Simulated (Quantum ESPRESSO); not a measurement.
Runs of Quantum ESPRESSO 7.5 on MoS2. It takes space group P6_3/mmc (No. 194, hexagonal). The conventional cell has a = 3.169 Å, b = 3.169 Å, c = 12.324 Å, α = 90.00°, β = 90.00°, γ = 120.00°. Mo (site symmetry -6m2) has 6 S at 2.41 Å as nearest neighbours. S (site symmetry 3m) is surrounded by 3 Mo at 2.41 Å. 

```tsv
task	level	potentials or basis	U	cell	k mesh	cutoff (eV)	start of the occupations	hubbard projectors	mixing beta	SCF threshold	q mesh	mesh quality	gap on the mesh (eV)	pressure (GPa)	V0 of scaled cells (Å³/atom)	B0 (GPa)	largest force (eV/Å)
Hubbard U by linear response	PBEsol+U	GBRV 1.5 PBEsol	Mo d U = 4.0 eV	as given	4 × 4 × 1	612	default	ortho-atomic	0.3	1.2e-09 Ry	2 × 2 × 1	coarse	1.25	-3.3	-	-	0.40
band structure	PBE	SSSP 1.3 efficiency PBE	-	as given	10 × 10 × 3	816	-	-	0.5	1.2e-09 Ry	-	not flagged	0.93	1.9	-	-	0.07
band structure	r2SCAN	SG15 PBE 1.2	-	as given	8 × 8 × 2	952	-	-	0.5	1e-08 Ry	-	not flagged	1.10	(c)	-	-	0.23
equation of state	LDA	GBRV 1.5 LDA	-	as given	10 × 10 × 3	612	-	-	0.5	1.2e-09 Ry	-	not flagged	-	-	17.21	165	-
equation of state	PBE	SG15 PBE 1.2	-	as given	10 × 10 × 3	952	-	-	0.5	1.2e-09 Ry	-	not flagged	-	-	18.13	143	-
Hubbard U by linear response	PBEsol+U	GBRV 1.5 PBEsol	Mo d U = 6.0 eV	as given	4 × 4 × 1	612	default	ortho-atomic	0.3	1.2e-09 Ry	2 × 2 × 1	coarse	1.30	-2.9	-	-	(a)
phonons	PBEsol	GBRV 1.5 PBEsol	-	relaxed	8 × 8 × 2, shifted	612	-	-	0.5	1.2e-09 Ry	-	not flagged	-	0.0	-	-	-
Hubbard U by linear response	PBEsol+U	GBRV 1.5 PBEsol	Mo d U = 8.0 eV	as given	4 × 4 × 1	612	default	ortho-atomic	0.3	1.2e-09 Ry	2 × 2 × 1	coarse	(b)	-0.6	-	-	0.46
```

Alike in all rows: no spin polarisation; smearing fermi-dirac 0.05 eV.

Task: Estimate the missing entries.

Result: (a) 0.42; (b) 1.48; (c) 0.6.

Caveats: some runs use coarse meshes; this functional lacks dispersion, which binds the layers, so the pressure and a relaxed spacing across them are unreliable (some runs); an odd mesh through Γ misses points on the zone boundary, where band edges often lie (some runs); the cell was scaled at fixed shape and fractional positions, which overstates the stiffness of a crystal with free parameters, most of all of layers and chains (some runs); the potentials were made for another functional, which shifts forces and pressure (some runs); some levels on the path didn't converge (some runs); the mesh misses the band edges, which the band path finds closer together (some runs); the layers were relaxed without a dispersion term, so their spacing and the soft interlayer modes are unreliable (some runs).

A k mesh can miss the band edges, and the runs leave out spin-orbit coupling on Mo.

Not every run made on this cell is shown here.
